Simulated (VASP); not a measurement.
# Ge (Cmmm) in VASP: further runs

One crystal, Ge, is run at these levels: PBE; tasks: single point.

Everything below comes from runs of VASP 6.6.1. Logs are shortened: lines on timing, memory, paths and dates and some standing lists are left out, and cuts for length are marked.

### Step 1. Starting point

The structure is orthorhombic, space group Cmmm (No. 65). Conventional cell: a = 2.794 Å, b = 5.201 Å, c = 2.698 Å, α = 90.00°, β = 90.00°, γ = 90.00°. Ge (site symmetry mmm) is surrounded by 8 Ge at 2.70 to 2.95 Å.

This isn't the form of Ge at room conditions, which is diamond.

### Step 2. Single point, PBE

INCAR

```
PREC = Accurate ; ENCUT = 550
EDIFF = 1E-7 ; ISMEAR = 0
SIGMA = 0.05 ; LREAL = F
LASPH = T ; NELM = 100
ALGO = Normal ; ISIF = 2
LWAVE = F ; LCHARG = F
GGA = PE ; NBANDS = 13
ADDGRID = F
```

KPOINTS

```
Automatic mesh
0
Gamma
  8 8 7
```

POSCAR

```
Ge
1.0
    1.3971490000     -2.6005160000      0.0000000000
    1.3971490000      2.6005160000      0.0000000000
    0.0000000000      0.0000000000      2.6982310000
Ge
1
Direct
    0.5000000000      0.5000000000      0.0000000000
```

Potentials or basis: VASP PAW PBE potentials, release 64 (Ge_d).

Run with:

```sh
> cat potpaw_PBE.64/Ge_d/POTCAR > POTCAR
> mpirun -np 1 vasp_std > vasp.out
```

OUTCAR:

```text
PREC = Accurate
   ENCUT = 550
   EDIFF = 1E-7
   ISMEAR = 0
   LREAL = F
   LASPH = T
   NELM = 100
   ISIF = 2
   GGA = PE

 Found     84 irreducible k-points:

 Following reciprocal coordinates:
            Coordinates               Weight
  0.000000  0.000000  0.000000      1.000000
  0.125000 -0.000000  0.000000      4.000000
  0.250000 -0.000000  0.000000      4.000000
  0.375000 -0.000000  0.000000      4.000000
  0.500000 -0.000000  0.000000      2.000000
  0.125000  0.125000  0.000000      2.000000
   k-points           NKPTS =     84   k-points in BZ     NKDIM =     84   number of bands    NBANDS=     13
   number of dos      NEDOS =    301   number of ions     NIONS =      1
   total plane-waves  NPLWV =  13824
   dimension x,y,z NGX =    24 NGY =   24 NGZ =   24
   dimension x,y,z NGXF=    48 NGYF=   48 NGZF=   48
   ions per type =               1
   NGX,Y,Z   is equivalent  to a cutoff of  13.52, 13.52, 14.79 a.u.
   NGXF,Y,Z  is equivalent  to a cutoff of  27.03, 27.03, 29.57 a.u.
 SYSTEM =  unknown system
   PREC   = accura    normal or accurate (medium, high low for compatibility)
   ISTART =      0    job   : 0-new  1-cont  2-samecut
   ICHARG =      2    charge: 1-file 2-atom 10-const
   ISPIN  =      1    spin polarized calculation?
   LNONCOLLINEAR =      F non collinear calculations
   LSORBIT =      F    spin-orbit coupling
   LASPH  =      T    aspherical Exc in radial PAW
   ENCUT  =  550.0 eV  40.42 Ry    6.36 a.u.   5.65  5.65  5.16*2*pi/ulx,y,z
   NELM   =    100;   NELMIN=  2; NELMDL= -5     # of ELM steps
   EDIFF  = 0.1E-06   stopping-criterion for ELM
   LREAL  =      F    real-space projection
   EDIFFG = 0.1E-05   stopping-criterion for IOM
   NSW    =      0    number of steps for IOM
   IBRION =     -1    ionic relax: 0-MD 1-quasi-New 2-CG
   NFREE  =      0    steps in history (QN), initial steepest desc. (CG)
   ISIF   =      2    stress and relaxation
   ISYM   =      2    0-nonsym 1-usesym 2-fastsym
   POTIM  = 0.5000    time-step for ionic-motion
   TEBEG  =    0.0;   TEEND  =   0.0 temperature during run
   PSTRESS=    0.0 pullay stress
   NELECT =      14.0000    total number of electrons
   NUPDOWN=      -1.0000    fix difference up-down
   EMIN   =  10.00;   EMAX   =-10.00  energy-range for DOS
   EFERMI =   0.00;   METHOD = LEGACY
   ISMEAR =     0;   SIGMA  =   0.05  broadening in eV -4-tet -1-fermi 0-gaus
   EFERMI_NEDOS =   21; number of points for ismear=-14 and -15
   IALGO  =     38    algorithm
   IMIX   =      4    mixing-type and parameters
     AMIX     =   0.40;   BMIX     =  1.00
     AMIX_MAG =   1.60;   BMIX_MAG =  1.00
  volume/ion in A,a.u.               =      19.61       132.31
  Fermi-wavevector in a.u.,A,eV,Ry     =   1.463234  2.765111 29.130796  2.141053
  Thomas-Fermi vector in A             =   2.579353
   LORBIT       =      0    0 simple, 1 ext, 2 COOP (PROOUT), +10 PAW based schemes
   GGA     = PE    functional components
   LHFCALC =     F    Hartree Fock is set to
   AEXX    =    0.0000 exact exchange contribution
   IVDW    =     0    specifies the selected vdW correction
   LEPSILON=     F    determine dielectric tensor
   LRPA    =     F    only Hartree local field effects (RPA)
 non-spin polarized calculation
 Gauss-broadening in eV      SIGMA  =   0.05
  energy-cutoff  :      550.00
  volume of cell :       19.61
 maximum number of plane-waves:       592
   NGX = 11   NGY = 11   NGZ = 11

 number of electron      14.0000008 magnetization

 Free energy of the ion-electron system (eV)
  ---------------------------------------------------
  ext. energy  EPLUGINS =         0.00000000
  ---------------------------------------------------
  free energy    TOTEN  =        -4.25828867 eV

  energy without entropy =       -4.25692921  energy(sigma->0) =       -4.25760894

 E-fermi :   5.9564     XC(G=0): -11.0423

 val. band max:        5.9232660371   @ k =  -0.3750   0.1250   0.1429
 cond. band min:       5.9644513638   @ k =   0.2500  -0.0000   0.2857
 fundamental gap:      0.0411853267
 Fermi energy:         5.9564104165

 k-point     1 :       0.0000    0.0000    0.0000
  band No.  band energies     occupation
      1     -18.5383      2.00000
      2     -18.4794      2.00000
      3     -18.4294      2.00000
      4     -18.3241      2.00000
      5     -18.3091      2.00000
      6      -6.6505      2.00000
      7      12.8758      0.00000
      8      13.3511      0.00000
      9      14.8521      0.00000
     10      16.3713      0.00000
     11      18.7082      0.00000
     12      21.0818      0.00000
     13      21.2227      0.00000

 k-point     2 :       0.1250   -0.0000    0.0000
  band No.  band energies     occupation
      1     -18.5276      2.00000
      2     -18.4649      2.00000
      3     -18.4300      2.00000
      4     -18.3267      2.00000
      5     -18.3161      2.00000
      6      -6.2714      2.00000
      7      11.5717      0.00000
      8      12.6784      0.00000
      9      13.2427      0.00000
     10      16.8594      0.00000
     11      17.9312      0.00000
     12      20.6012      0.00000
     13      23.2929      0.00000

 k-point     3 :       0.2500   -0.0000    0.0000
  band No.  band energies     occupation
      1     -18.5109      2.00000
      2     -18.4508      2.00000
      3     -18.4016      2.00000
      4     -18.3392      2.00000
      5     -18.3267      2.00000
      6      -5.1386      2.00000
      7       7.3263      0.00000
      8      11.0629      0.00000
      9      14.2942      0.00000
     10      15.2791      0.00000
     11      18.5588      0.00000
     12      23.8983      0.00000
     13      27.0806      0.00000

 k-point     4 :       0.3750   -0.0000    0.0000
  band No.  band energies     occupation
      1     -18.5108      2.00000
      2     -18.4404      2.00000
      3     -18.3572      2.00000
      4     -18.3538      2.00000
      5     -18.3317      2.00000
      6      -3.3036      2.00000
      7       3.3666      2.00000
      8      10.0207      0.00000
      9      14.0776      0.00000
     10      15.7930      0.00000
     11      20.2948      0.00000
     12      24.6693      0.00000
     13      25.5437      0.00000

 k-point     5 :       0.5000   -0.0000    0.0000
  band No.  band energies     occupation
      1     -18.5146      2.00000
      2     -18.4336      2.00000
      3     -18.3648      2.00000
      4     -18.3335      2.00000
      5     -18.3329      2.00000
      6      -1.5926      2.00000
      7       0.9255      2.00000
      8       9.6594      0.00000
      9      13.6803      0.00000
     10      16.7459      0.00000
     11      22.6711      0.00000
     12      22.7554      0.00000
     13      23.0276      0.00000

 k-point     6 :       0.1250    0.1250    0.0000
  band No.  band energies     occupation
      1     -18.5117      2.00000
      2     -18.4474      2.00000
      3     -18.4172      2.00000
      4     -18.3334      2.00000
      5     -18.3276      2.00000
      6      -5.4705      2.00000
      7       8.7118      0.00000
      8      10.9136      0.00000
      9      13.9989      0.00000
     10      17.3607      0.00000
     11      17.7876      0.00000
     12      19.8657      0.00000
     13      28.2848      0.00000

 [... further k-points ...]

------------------------ aborting loop because EDIFF is reached ----------------------------------------

  FORCE on cell =-STRESS in cart. coord.  units (eV):
  Direction    XX          YY          ZZ          XY          YZ          ZX
  --------------------------------------------------------------------------------------
  -------------------------------------------------------------------------------------
  Total        0.1399423     -0.3940556      0.0044280      0.0000000      0.0000000      0.0000000
  in kB       11.4353195    -32.2000607      0.3618297      0.0000000      0.0000000      0.0000000
  external PRESSURE =      -6.8009705 kB  Pullay stress =       0.0000000 kB

 VOLUME and BASIS-vectors are now :
 -----------------------------------------------------------------------------
  energy-cutoff  :      550.00
  volume of cell :       19.61
      direct lattice vectors                 reciprocal lattice vectors
     1.397149000 -2.600516000  0.000000000     0.357871637 -0.192269534  0.000000000
     1.397149000  2.600516000  0.000000000     0.357871637  0.192269534  0.000000000
     0.000000000  0.000000000  2.698231000     0.000000000  0.000000000  0.370613191

 POSITION                                       TOTAL-FORCE (eV/Angst)
 -----------------------------------------------------------------------------------
      1.39715      0.00000      0.00000         0.000000      0.000000      0.000000
 -----------------------------------------------------------------------------------
    total drift:                               -0.000000     -0.000000     -0.000000

  FREE ENERGIE OF THE ION-ELECTRON SYSTEM (eV)
  ---------------------------------------------------
  free  energy   TOTEN  =        -4.2582886704 eV

  energy  without entropy=       -4.2569292103  energy(sigma->0) =       -4.25760894
```

Run time: 6 s. Hardware: 1 thread of Intel Xeon 6975P-C (Granite Rapids), shared host; peak memory 0.14 GiB.

These settings aren't checked as converged: the numbers below hold their error.

Results:

```
Free energy            : -4.2583 eV
Pressure               : -0.7 GPa
Band gap on the k mesh : none (metal or under the smearing width)
```

### Step 3. Single point, PBE

This run uses another cell than the first one, of the same volume but with other edges.

INCAR is that of step 2.

KPOINTS is that of step 2.

POSCAR

```
Ge
1.0
    1.4161900000     -2.6475770000      0.0134350000
    1.3961930000      2.6368340000      0.0183540000
    0.0306960000      0.0025520000      2.6389690000
Ge
1
Direct
    0.4852650000      0.4800630000      0.0156560000
```

Potentials or basis: VASP PAW PBE potentials, release 64 (Ge_d).

Run with:

```sh
> cat potpaw_PBE.64/Ge_d/POTCAR > POTCAR
> mpirun -np 1 vasp_std > vasp.out
```

It took 13 s on 1 thread of Intel Xeon 6975P-C (Granite Rapids), shared host; peak memory 0.17 GiB.

The run converged, but some of its settings lie outside the range that counts as converged, so its numbers aren't taken as properties of the crystal.

What came out:

```yaml
Free_energy: -4.2467 eV
Pressure: 0.1 GPa
Band_gap_on_the_k_mesh: none (metal or under the smearing width)
```

### Step 4. Single point, PBE

INCAR is that of step 3.

KPOINTS

```
Automatic mesh
0
Gamma
  11 11 10
```

POSCAR

```
Ge
1.0
    1.3971490000     -2.6005160000      0.0000000000
    1.3971490000      2.6005160000      0.0000000000
    0.0000000000      0.0000000000      2.6982310000
Ge
1
Direct
    0.5000000000      0.5000000000      0.0000000000
```

Potentials or basis: VASP PAW PBE potentials, release 64 (Ge_d).

Run with:

```sh
> cat potpaw_PBE.64/Ge_d/POTCAR > POTCAR
> mpirun -np 1 vasp_std > vasp.out
```

OUTCAR:

```text
PREC = Accurate
   ENCUT = 550
   EDIFF = 1E-7
   ISMEAR = 0
   LREAL = F
   LASPH = T
   NELM = 100
   ISIF = 2
   GGA = PE

 Found    216 irreducible k-points:

 Following reciprocal coordinates:
            Coordinates               Weight
  0.000000  0.000000  0.000000      1.000000
  0.090909  0.000000  0.000000      4.000000
  0.181818 -0.000000  0.000000      4.000000
  0.272727 -0.000000  0.000000      4.000000
  0.363636 -0.000000  0.000000      4.000000
  0.454545 -0.000000  0.000000      4.000000
   k-points           NKPTS =    216   k-points in BZ     NKDIM =    216   number of bands    NBANDS=     13
   number of dos      NEDOS =    301   number of ions     NIONS =      1
   total plane-waves  NPLWV =  13824
   dimension x,y,z NGX =    24 NGY =   24 NGZ =   24
   dimension x,y,z NGXF=    48 NGYF=   48 NGZF=   48
   ions per type =               1
   NGX,Y,Z   is equivalent  to a cutoff of  13.52, 13.52, 14.79 a.u.
   NGXF,Y,Z  is equivalent  to a cutoff of  27.03, 27.03, 29.57 a.u.
 SYSTEM =  unknown system
   PREC   = accura    normal or accurate (medium, high low for compatibility)
   ISTART =      0    job   : 0-new  1-cont  2-samecut
   ICHARG =      2    charge: 1-file 2-atom 10-const
   ISPIN  =      1    spin polarized calculation?
   LNONCOLLINEAR =      F non collinear calculations
   LSORBIT =      F    spin-orbit coupling
   LASPH  =      T    aspherical Exc in radial PAW
[... 68 lines left out ...]
      9      14.8626      0.00000
     10      16.3760      0.00000
     11      18.7119      0.00000
     12      21.0932      0.00000
     13      21.2208      0.00000
[... 66 lines left out ...]
  band No.  band energies     occupation
      1     -18.5039      2.00000
      2     -18.4215      2.00000
      3     -18.3492      2.00000
      4     -18.3252      2.00000
      5     -18.3220      2.00000
      6      -1.9686      2.00000
      7       1.4096      2.00000
      8       9.7099      0.00000
      9      13.7348      0.00000
     10      16.5980      0.00000
     11      21.7649      0.00000
     12      23.2793      0.00000
     13      23.7457      0.00000

 [... further k-points ...]

------------------------ aborting loop because EDIFF is reached ----------------------------------------

  FORCE on cell =-STRESS in cart. coord.  units (eV):
  Direction    XX          YY          ZZ          XY          YZ          ZX
  --------------------------------------------------------------------------------------
  -------------------------------------------------------------------------------------
  Total        0.1317270     -0.3346110     -0.0083956      0.0000000      0.0000000      0.0000000
  in kB       10.7640066    -27.3425740     -0.6860449      0.0000000      0.0000000      0.0000000
  external PRESSURE =      -5.7548708 kB  Pullay stress =       0.0000000 kB

 VOLUME and BASIS-vectors are now :
 -----------------------------------------------------------------------------
  energy-cutoff  :      550.00
  volume of cell :       19.61
      direct lattice vectors                 reciprocal lattice vectors
     1.397149000 -2.600516000  0.000000000     0.357871637 -0.192269534  0.000000000
     1.397149000  2.600516000  0.000000000     0.357871637  0.192269534  0.000000000
     0.000000000  0.000000000  2.698231000     0.000000000  0.000000000  0.370613191

 POSITION                                       TOTAL-FORCE (eV/Angst)
 -----------------------------------------------------------------------------------
      1.39715      0.00000      0.00000         0.000000     -0.000000      0.000000
 -----------------------------------------------------------------------------------
    total drift:                               -0.000000     -0.000000     -0.000000

  FREE ENERGIE OF THE ION-ELECTRON SYSTEM (eV)
  ---------------------------------------------------
  free  energy   TOTEN  =        -4.2672110966 eV

  energy  without entropy=       -4.2665433077  energy(sigma->0) =       -4.26687720
```

stdout:

```text
POSCAR found type information on POSCAR Ge
 POSCAR found :  1 types and       1 ions
 scaLAPACK will be used
 LDA part: xc-table for (Slater+PW92), standard interpolation
 POSCAR, INCAR and KPOINTS ok, starting setup
 FFT: planning ... GRIDC
 FFT: planning ... GRID_SOFT
 FFT: planning ... GRID
 WAVECAR not read
 entering main loop
```

Wall time 14 s (1 thread of Intel Xeon 6975P-C (Granite Rapids), shared host); peak memory 0.18 GiB.

The run converged, but some of its settings lie outside the range that counts as converged, so its numbers aren't taken as properties of the crystal.

What came out:

* Free energy: -4.2672 eV
* Pressure: -0.6 GPa
* Band gap on the k mesh: none (metal or under the smearing width)

### Step 5. Single point, PBE

This run uses another cell than the first one, of the same volume but with other edges.

INCAR is that of step 4.

KPOINTS is that of step 4.

POSCAR

```
Ge
1.0
    1.4161900000     -2.6475770000      0.0134350000
    1.3961930000      2.6368340000      0.0183540000
    0.0306960000      0.0025520000      2.6389690000
Ge
1
Direct
    0.4852650000      0.4800630000      0.0156560000
```

Run with:

```sh
> cat potpaw_PBE.64/Ge_d/POTCAR > POTCAR
> mpirun -np 1 vasp_std > vasp.out
```

Run time: 34 s. Hardware: 1 thread of Intel Xeon 6975P-C (Granite Rapids), shared host; peak memory 0.26 GiB.

These settings aren't checked as converged: the numbers below hold their error.

What came out:

| Item | Value |
| --- | --- |
| Free energy | -4.2534 eV |
| Pressure | -0.4 GPa |
| Band gap on the k mesh | none (metal or under the smearing width) |

(Part 1 of 2 ends here.)
